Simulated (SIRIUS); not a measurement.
**BN: equation of state with PBEsol**

The system is BN.

```
N B
1.0
     2.55394    0.00000    0.00000
    -1.27697    2.21178    0.00000
     0.00000    0.00000    4.22685
N B
2 2
Direct
  0.33333 0.66667 0.12528
  0.66667 0.33333 0.62528
  0.33333 0.66667 0.49972
  0.66667 0.33333 0.99972
```

Measurements of this composition are mostly on another form, of space group No. 194.

```json
{"Program": "SIRIUS 7.10.0", "Task": "equation of state", "Functional": "PBEsol", "Potentials or basis": "PseudoDojo 0.4.1 PBEsol standard (scalar relativistic)", "Cutoff": "1152 eV", "Density cutoff": "4606 eV", "k mesh": "12 × 12 × 6", "Occupations": "fermi-dirac, width 0.05 eV", "Spin": "no spin polarisation", "Libxc names": "[\"XC_GGA_X_PBE_SOL\", \"XC_GGA_C_PBE_SOL\"]", "Radial cutoff for the potentials' integrals": "6.5 bohr"}
```

| Property | Result |
| --- | --- |
| Equilibrium volume | 5.89 Å³/atom |
| Bulk modulus at fixed shape and positions | 385 GPa |
| Pressure derivative of the bulk modulus | 3.7 |

Energy against volume, from the lowest point:
| volume (Å³/atom) | energy (meV/atom) |
| --- | --- |
| 5.611 | 16.28 |
| 5.730 | 4.84 |
| 5.850 | 0.00 |
| 5.969 | 1.15 |
| 6.088 | 7.76 |
| 6.208 | 19.33 |
| 6.327 | 35.42 |

All runs of the series together: 4.1 min on 1 thread of Arm Neoverse V2 (shared host).

Caveat: the cell was scaled at fixed shape and fractional positions, which overstates the stiffness of a crystal with free parameters, most of all of layers and chains.
